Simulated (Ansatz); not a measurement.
# Rb (Im-3m) in Ansatz: further runs

One crystal, Rb, is run at these levels: revPBE, revPBE+D3(BJ), revPBE+D4; tasks: relaxation of cell and atoms.

Everything below comes from runs of Ansatz 0.2.0. Logs are shortened: lines on timing, memory, paths and dates and some standing lists are left out, and cuts for length are marked.

### Step 1. The structure

It takes space group Im-3m (No. 229, cubic). The conventional cell has a = 5.605 Å, b = 5.605 Å, c = 5.605 Å, α = 90.00°, β = 90.00°, γ = 90.00°.

### Step 2. Relaxation of cell and atoms, revPBE

Input file input.yaml:

```yaml
crystal:
  lattice:
    - [-2.8025, 2.8025, 2.8025]
    - [2.8025, -2.8025, 2.8025]
    - [2.8025, 2.8025, -2.8025]
  atoms:
    - { symbol: Rb, position: [0.0, 0.0, 0.0] }
kpoints:
  mp_grid: { grid: [7, 7, 7] }
scf:
  occupations: { method: fermi_dirac, width: 0.05 }
hamiltonian:
  xc: revpbe
  pseudopotentials: { kind: all_electron, lapw: { basis_error: 0.001 } }
output:
  forces: true
  stress: true
relax:
  f_tol: 0.02
  max_steps: 60
  cell: {}
```

Potentials or basis: all-electron LAPW, scalar-relativistic.

Run with:

```sh
$ ansatz run input.yaml --threads 1 --pin off --max-ram 3072MiB --backend cpu --events-out ev --progress --plain --runs-dir out
```

The log of the run:

```text
Warning: RAYON_NUM_THREADS=1 ignored (pool sized by the plan → 1); use --threads N
The last accepted step is kept in <dir> (removed where the run ends without a failure and the disk answers)
LAPW: plane waves up to 3.846 Å⁻¹, error target 1.0e-3 eV per atom; small_component_spin mean_spin; Rb in spheres of 2.354 Å, 9 of its electrons in bands, Dirac shells [] (how accurate: hamiltonian.pseudopotentials.lapw.basis_error, Limitations)
Engine: ansatz 0.2.0, aarch64-unknown-linux-gnu
Pseudopotentials: kind: all_electron
Pseudopotential: Rb, LAPW, valence charge 9, lapw/all_electron/scalar/gaussian/Rb, Koelling and Harmon's equation, gaussian nucleus
Functional definition: revPBE
  parameter kappa = 1.245
  parameter beta = 0.06672455060314922
  exchange = pbe_x(kappa = kappa, mu = beta*pi^2/3)
  correlation = pbe_c(beta = beta)
Crystal: 1 atoms, lattice volume = 88.043 Å³
Basis set: ecut = 56.34168874043603 eV, 79 PW (Γ), exchange–correlation at level 2
Bands: 9, of which v1, the nominal top of the filled ones, is band 5 counted from 1 (4 counted from 0)
Symmetry: 48 space group operations
Space group: Im-3m (ITA 229), of the structure as read, at distance tolerance 4.4e-5 Å
k-points: 20 of 343
Non-local potential: Rb, projectors of the file, none
Initial density: superposition of atomic densities (chi_scale 0.1, normalization cell)
Initial wavefunctions: plane waves of lowest kinetic energy (no species holds an atomic orbital)
Functional: x = revpbe(κ = 1.245, μ = 0.2195149727645171), c = pbe(β = 0.06672455060314922)
iter 1 solved again at ethr=3.75e-5 eV; its pass at ethr=1.00e-1 eV (dr2=3.38e-3 eV) is discarded
SCF iter   1: F=—  HF=-81127.452594 eV  |F-HF|=—  |Δ(HF+E_count)|=         —  Δρ=1.26e-3  dr2=3.38e-3  ethr=3.75e-5  ⟨swp⟩=3.9  Hψ=1479  notcnv=0
preconditioner: auto → none  [insulator: Δε(μ)=0.158 eV  Ē_g=3.601 eV  σ=0.050 eV  W_gap=0.63  n_scr=12 (ndim 8)  ℏωp=4.0 eV  f_vac=0.000  D(μ)=0.97/eV (n_scr^D=0)  ε∞_Penn≈2.2]
SCF iter   2: F=—  HF=-81127.454178 eV  |F-HF|=—  |Δ(HF+E_count)|=   1.58e-3  Δρ=6.56e-4  dr2=9.10e-4  ethr=3.75e-5  ⟨swp⟩=2.0  Hψ=609  notcnv=0
iter 3 solved again at ethr=2.39e-7 eV; its pass at ethr=1.01e-5 eV (dr2=2.15e-5 eV) is discarded
SCF iter   3: F=—  HF=-81127.455428 eV  |F-HF|=—  |Δ(HF+E_count)|=   1.25e-3  Δρ=1.00e-4  dr2=2.15e-5  ethr=2.39e-7  ⟨swp⟩=2.0  Hψ=964  notcnv=0
SCF iter   4: F=—  HF=-81127.455452 eV  |F-HF|=—  |Δ(HF+E_count)|=   2.43e-5  Δρ=1.13e-5  dr2=2.73e-7  ethr=2.39e-7  ⟨swp⟩=2.1  Hψ=608  notcnv=0
SCF iter   5: F=-81127.455453 eV  HF=-81127.455453 eV  |F-HF|=1.76e-7  |Δ(HF+E_count)|=   7.98e-7  Δρ=2.85e-6  dr2=1.69e-8  ethr=3.03e-9  ⟨swp⟩=2.8  Hψ=621  notcnv=0
SCF 1 converged in 5 iterations: F = -81127.455453 eV  dr2 = 1.69e-8
relax step   1: F+E_penalty+E_count = -81127.45545300 eV  Δ(F+E_penalty+E_count) = +0.000e0 eV  max|allowed force component| = 0.000e0 eV/Å  Δτ_max = 0.0000 Å  P = +0.348 GPa  Ω = 88.043 Å³  (5 SCF iters, accepted)
Crystal: 1 atoms, lattice volume = 89.026 Å³
Basis set: ecut = 55.92622808285819 eV, 79 PW (Γ), exchange–correlation at level 2
Initial density: handed on by an earlier stage of this run
Initial wavefunctions: those handed on with the density
iter 1 solved again at ethr=1.04e-9 eV; its pass at ethr=1.00e-1 eV (dr2=9.40e-8 eV) is discarded
SCF iter   1: F=—  HF=-81127.457467 eV  |F-HF|=—  |Δ(HF+E_count)|=         —  Δρ=7.46e-6  dr2=1.19e-7  ethr=1.04e-9  ⟨swp⟩=7.5  Hψ=1509  notcnv=0
preconditioner: auto → none  [insulator: Δε(μ)=0.160 eV  Ē_g=3.586 eV  σ=0.050 eV  W_gap=0.63  n_scr=12 (ndim 8)  ℏωp=3.9 eV  f_vac=0.000  D(μ)=0.97/eV (n_scr^D=0)  ε∞_Penn≈2.2]
SCF iter   2: F=-81127.457468 eV  HF=-81127.457468 eV  |F-HF|=2.16e-7  |Δ(HF+E_count)|=   1.24e-6  Δρ=4.25e-6  dr2=3.88e-8  ethr=1.04e-9  ⟨swp⟩=2.8  Hψ=624  notcnv=0
SCF 2 converged in 2 iterations: F = -81127.457468 eV  dr2 = 3.88e-8
relax step   2: F+E_penalty+E_count = -81127.45746830 eV  Δ(F+E_penalty+E_count) = -2.015e-3 eV  max|allowed force component| = 0.000e0 eV/Å  Δτ_max = 0.0000 Å  P = +0.309 GPa  Ω = 89.026 Å³  (2 SCF iters, accepted)
Crystal: 1 atoms, lattice volume = 97.607 Å³
Basis set: ecut = 52.598460988580094 eV, 79 PW (Γ), exchange–correlation at level 2
iter 1 solved again at ethr=5.01e-8 eV; its pass at ethr=1.00e-1 eV (dr2=4.50e-6 eV) is discarded
SCF iter   1: F=—  HF=-81127.466174 eV  |F-HF|=—  |Δ(HF+E_count)|=         —  Δρ=5.31e-5  dr2=6.70e-6  ethr=5.01e-8  ⟨swp⟩=5.2  Hψ=1409  notcnv=0
preconditioner: auto → none  [insulator: Δε(μ)=0.158 eV  Ē_g=3.446 eV  σ=0.050 eV  W_gap=0.63  n_scr=12 (ndim 8)  ℏωp=3.8 eV  f_vac=0.000  D(μ)=1.00/eV (n_scr^D=0)  ε∞_Penn≈2.2]
SCF iter   2: F=—  HF=-81127.466190 eV  |F-HF|=—  |Δ(HF+E_count)|=   1.59e-5  Δρ=2.84e-5  dr2=1.91e-6  ethr=5.01e-8  ⟨swp⟩=2.0  Hψ=615  notcnv=0
iter 3 solved again at ethr=1.00e-12 eV; its pass at ethr=2.12e-8 eV (dr2=4.56e-11 eV) is discarded
SCF iter   3: F=-81127.466197 eV  HF=-81127.466197 eV  |F-HF|=6.10e-9  |Δ(HF+E_count)|=   7.10e-6  Δρ=1.76e-7  dr2=4.75e-11  ethr=1.00e-12  ⟨swp⟩=3.5  Hψ=1027  notcnv=0
SCF 3 converged in 3 iterations: F = -81127.466197 eV  dr2 = 4.75e-11
relax step   3: F+E_penalty+E_count = -81127.46619663 eV  Δ(F+E_penalty+E_count) = -8.728e-3 eV  max|allowed force component| = 0.000e0 eV/Å  Δτ_max = 0.0000 Å  P = +0.036 GPa  Ω = 97.607 Å³  (3 SCF iters, accepted)
Crystal: 1 atoms, lattice volume = 98.858 Å³
Basis set: ecut = 52.153705277659995 eV, 79 PW (Γ), exchange–correlation at level 2
iter 1 solved again at ethr=1.46e-9 eV; its pass at ethr=1.00e-1 eV (dr2=1.31e-7 eV) is discarded
SCF iter   1: F=—  HF=-81127.466353 eV  |F-HF|=—  |Δ(HF+E_count)|=         —  Δρ=8.53e-6  dr2=1.75e-7  ethr=1.46e-9  ⟨swp⟩=6.3  Hψ=1399  notcnv=0
preconditioner: auto → none  [insulator: Δε(μ)=0.157 eV  Ē_g=3.427 eV  σ=0.050 eV  W_gap=0.63  n_scr=12 (ndim 8)  ℏωp=3.7 eV  f_vac=0.000  D(μ)=1.01/eV (n_scr^D=0)  ε∞_Penn≈2.2]
SCF iter   2: F=-81127.466353 eV  HF=-81127.466353 eV  |F-HF|=1.44e-7  |Δ(HF+E_count)|=   6.12e-7  Δρ=4.46e-6  dr2=4.76e-8  ethr=1.46e-9  ⟨swp⟩=2.2  Hψ=620  notcnv=0
SCF 4 converged in 2 iterations: F = -81127.466353 eV  dr2 = 4.76e-8
relax step   4: F+E_penalty+E_count = -81127.46635345 eV  Δ(F+E_penalty+E_count) = -1.568e-4 eV  max|allowed force component| = 0.000e0 eV/Å  Δτ_max = 0.0000 Å  P = +0.005 GPa  Ω = 98.858 Å³  (2 SCF iters, accepted)
iter 1 solved again at ethr=5.32e-10 eV; its pass at ethr=1.00e-1 eV (dr2=4.79e-8 eV) is discarded
SCF iter   1: F=—  HF=-81127.466351 eV  |F-HF|=—  |Δ(HF+E_count)|=         —  Δρ=4.46e-6  dr2=4.78e-8  ethr=5.32e-10  ⟨swp⟩=2.9  Hψ=992  notcnv=0
SCF iter   2: F=-81127.466352 eV  HF=-81127.466352 eV  |F-HF|=4.48e-8  |Δ(HF+E_count)|=   3.70e-7  Δρ=2.35e-6  dr2=1.32e-8  ethr=5.31e-10  ⟨swp⟩=2.8  Hψ=630  notcnv=0
SCF 5 converged in 2 iterations: F = -81127.466352 eV  dr2 = 1.32e-8
relax step   5: F+E_penalty+E_count = -81127.46635165 eV  Δ(F+E_penalty+E_count) = +1.806e-6 eV  max|allowed force component| = 0.000e0 eV/Å  Δτ_max = 0.0000 Å  P = +0.005 GPa  Ω = 98.858 Å³  stress off target by 4.72e-3 GPa  SCF on the basis re-selected at this cell (its energy is not comparable with the rows above)  (2 SCF iters)
basis re-selected at this cell: Δ(F+E_penalty+E_count) = +1.806e-6 eV, ΔP = -0.000 GPa vs the last step (what re-selecting the basis moved, after the strain that the cell walked since its last selection, with what the two solves' SCF thresholds leave and, on support functions, any second-order correction that the steps lacked; it is no measure of the basis error at this ecutwfc). This SCF's stress stands 4.72e-3 GPa from its target on what of the cell is left free (relax.cell.stress_tol is 5.00e-2 GPa) and its largest allowed force component is 0.00e0 eV/Å (relax.f_tol is 2.00e-2 eV/Å): within both
SCF converged after 2 iterations
Free energy (F): -81127.466352 eV
Harris-Foulkes:  -81127.466352 eV  (|F-HF|=4.48e-8)
Internal energy: -81127.458165 eV  (E = F + TS)
E sigma→0 (E₀):  -81127.462258 eV
Entropy (-TS):   -0.008187 eV (-8.187 meV/atom)
Fermi energy:    2.264276 eV
--- Per-component energies (eV) ---
  E_band       = -116.805347
  E_kinetic    = 83408.700005
  E_xc         = -2748.445104
  E_electrostatic = -161787.713065  (all electrons and nuclei)
  E_smearing   = -0.008187  (= −TS)
  E_closure    = 0.000000  (closes the sum)
  E_atoms      = -81126.648658  (free atoms, spherical and without spin; not in F)
  Σ components = -81127.466352   (vs F -81127.466352, Δ=0.00e0)
  Basis errors (estimates in eV, not in F): energy 2.1e-4 per atom: plane waves 2.1e-4 (1.1e-4 summed), levels above the bands 6.9e-28, relativity 2.3e-8, radial functions 2.4e-6, core shells 5.5e-7; eigenvalues (radial functions only) 4.2e-6; not estimated: angular momenta, meshes, grids; target (lapw.basis_error) 1.0e-3; muffin-tin radii Rb 2.447 Å
--- Forces (eV/Å), atoms counted from 1 ---
  atom   1  Rb    -0.00000000     0.00000000    -0.00000000
  max |Σ_I F_I| component: 1.95e-32 eV/Å
--- Stress (GPa, compression-positive) ---
        0.004725      -0.000000      -0.000000
       -0.000000       0.004725       0.000000
       -0.000000       0.000000       0.004725
  P = ⅓ Tr σ = 0.0047 GPa (0.047 kbar)
--- Relaxed structure (4 steps of the walk, 4 accepted, 1 SCFs on fresh bases) ---
  F+E_penalty+E_count = -81127.46635165 eV   max|allowed force component| = 0.000e0 eV/Å   (the final SCF, on the basis selected at the relaxed cell)
  cell:  # Å, volume = 98.8585 Å³
    - [-2.9128489688810113, 2.9128489688810113, 2.9128489688810113]
    - [2.9128489688810113, -2.9128489688810113, 2.9128489688810113]
    - [2.9128489688810113, 2.9128489688810113, -2.9128489688810113]
  atoms:
    - { symbol: Rb, position: [0.0, 0.0, 0.0] }
```

It took 2.1 s on 1 thread of Arm Neoverse V2, shared host; peak memory 0.2 GiB.

What came out:

```
Free energy                            : -81127.4664 eV
Relaxed volume                         : 98.86 Å³/atom
Relaxed cell                           : a = 5.045 Å, b = 5.045 Å, c = 5.045 Å, α = 109.47°, β = 109.47°, γ = 109.47°
Space group after relaxing (to 0.05 Å) : Im-3m (No. 229)
Energy gained by relaxing              : 10.9 meV/atom
Ionic steps                            : 5
Pressure after relaxing                : 0.0 GPa
```

The path:
```tsv
step	energy change (eV)	largest force (eV/Å)	volume (Å³)
1	0.0000	0.0000	88.04
2	-0.0020	0.0000	89.03
3	-0.0107	0.0000	97.61
4	-0.0109	0.0000	98.86
5	-0.0109	0.0000	98.86
```

Final structure:
```
Rb
1.0
    -2.91285    2.91285    2.91285
     2.91285   -2.91285    2.91285
     2.91285    2.91285   -2.91285
Rb
1
Direct
  0.00000 0.00000 0.00000
```

revPBE gives volumes clearly too large for solids. Zero-point motion and thermal expansion aren't in these numbers.

### Step 3. Relaxation of cell and atoms, revPBE+D3(BJ)

input.yaml: that of step 2 with these lines changed.

```diff
@@ -13,2 +13,3 @@
   xc: revpbe
+  dispersion: d3bj
   pseudopotentials: { kind: all_electron, lapw: { basis_error: 0.001 } }
```

Potentials or basis: all-electron LAPW, scalar-relativistic.

Run with:

```sh
$ ansatz run input.yaml --threads 1 --pin off --max-ram 3072MiB --backend cpu --events-out ev --progress --plain --runs-dir out
```

Run time: 1.7 s. Hardware: 1 thread of Arm Neoverse V2, shared host; peak memory 0.2 GiB.

The run converged. Its results:

```yaml
Free_energy: -81127.6304 eV
Relaxed_volume: 89.58 Å³/atom
Relaxed_cell: a = 4.882 Å, b = 4.882 Å, c = 4.882 Å, α = 109.47°, β = 109.47°, γ = 109.47°
Space_group_after_relaxing_to_0.05_Å: Im-3m (No. 229)
Energy_gained_by_relaxing: 0.3 meV/atom
Ionic_steps: 4
Pressure_after_relaxing: 0.0 GPa
```

Step by step:
```
step  energy change (eV)  largest force (eV/Å)  volume (Å³)
   1              0.0000                0.0000        88.04
   2              0.0000                0.0000        88.19
   3             -0.0003                0.0000        89.58
   4             -0.0003                0.0000        89.58
```

Final structure:
```
Rb
1.0
    -2.81868    2.81868    2.81868
     2.81868   -2.81868    2.81868
     2.81868    2.81868   -2.81868
Rb
1
Cartesian
  0.0000 0.0000 0.0000
```

Zero-point motion and thermal expansion aren't in these numbers.

### Step 4. Relaxation of cell and atoms, revPBE+D4

input.yaml: that of step 3 with these lines changed.

```diff
@@ -13,3 +13,3 @@
   xc: revpbe
-  dispersion: d3bj
+  dispersion: d4
   pseudopotentials: { kind: all_electron, lapw: { basis_error: 0.001 } }
```

Run with:

```sh
$ ansatz run input.yaml --threads 1 --pin off --max-ram 3072MiB --backend cpu --events-out ev --progress --plain --runs-dir out
```

Wall time 1.8 s (1 thread of Arm Neoverse V2, shared host); peak memory 0.2 GiB.

Results (log left out):

* Free energy: -81127.5464 eV
* Relaxed volume: 93.73 Å³/atom
* Relaxed cell: a = 4.956 Å, b = 4.956 Å, c = 4.956 Å, α = 109.47°, β = 109.47°, γ = 109.47°
* Space group after relaxing (to 0.05 Å): Im-3m (No. 229)
* Energy gained by relaxing: 3.6 meV/atom
* Ionic steps: 4
* Pressure after relaxing: 0.0 GPa

The path:
```csv
step,energy change (eV),largest force (eV/Å),volume (Å³)
1,0.0000,0.0000,88.04
2,-0.0007,0.0000,88.61
3,-0.0036,0.0000,93.73
4,-0.0036,0.0000,93.73
```

Final structure:
```cif
data_structure
_symmetry_space_group_name_H-M 'P 1'
_symmetry_Int_Tables_number 1
_cell_length_a 4.9564
_cell_length_b 4.9564
_cell_length_c 4.9564
_cell_angle_alpha 109.471
_cell_angle_beta 109.471
_cell_angle_gamma 109.471
_cell_volume 93.73
loop_
_atom_site_label
_atom_site_type_symbol
_atom_site_fract_x
_atom_site_fract_y
_atom_site_fract_z
_atom_site_occupancy
Rb1 Rb 0.00000 0.00000 0.00000 1
```

### Step 5. Summary

```csv
level,pressure (GPa),relaxed volume (Å³/atom)
revPBE,0.0,98.86
revPBE+D3(BJ),0.0,89.58
revPBE+D4,0.0,93.73
```

Alike in all rows: task relaxation of cell and atoms; potentials or basis all-electron LAPW, scalar-relativistic; no spin polarisation; cell relaxed; k mesh 7 × 7 × 7; smearing fermi-dirac 0.05 eV; basis error allowed 0.001 eV/atom.

Compare energies only between runs with the same functional and basis.
